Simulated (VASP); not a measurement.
Input of a VASP 6.6.1 run:

INCAR

```
SYSTEM = MoSe2
ALGO = Normal ; EDIFF = 1E-7
EDIFFG = -0.01 ; ENCUT = 600
GGA = PS ; IBRION = 2
ISIF = 4 ; ISMEAR = 0
KPAR = 2 ; LASPH = .TRUE.
LCHARG = .FALSE. ; LREAL = .FALSE.
LWAVE = .FALSE. ; NELM = 80
NSW = 40 ; PREC = Accurate
SIGMA = 0.03
```

KPOINTS

```
k-points
0
G
  9 9 2
  0 0 0
```

File POSCAR:

```
MoSe2                                   
1.0
    3.2708717538      0.0000000000     -0.0000000000
   -1.6354358769      2.8326580312      0.0000000000
    0.0000000000     -0.0000000000     13.1399269463
  Mo              Se            
     2     4
Direct
     0.3333333332999970    0.6666666667000030    0.2500000000000000
     0.6666666667000030    0.3333333332999970    0.7500000000000000
     0.3333333332999970    0.6666666667000030    0.6231807473536600
     0.6666666667000030    0.3333333332999970    0.1231807473536603
     0.3333333332999970    0.6666666667000030    0.8768192526463400
     0.6666666667000030    0.3333333332999970    0.3768192526463398
```

Potentials or basis: VASP PAW PBE potentials, release 64 (Mo_sv, Se).

Launch:

```console
$ cat potpaw_PBE.64/Mo_sv/POTCAR potpaw_PBE.64/Se/POTCAR > POTCAR
$ mpirun -np 2 vasp_std > vasp.out
```

**Question.** Estimate the band gap on the k mesh.

**Answer.** 0.99 eV, indirect (least direct gap 1.49 eV).

Forces on the atoms (eV/Å):
```
Mo   0.000  0.000  0.000
Mo   0.000  0.000  0.000
Se   0.000  0.000 -0.003
Se   0.000  0.000 -0.003
Se   0.000  0.000  0.003
Se   0.000  0.000  0.003
```

Caveat: the relaxation stopped at its first step, so nothing moved; the PAW data sets were made with another functional, which shifts forces and pressure a little; an odd mesh through Γ misses points on the zone boundary, where band edges often lie.
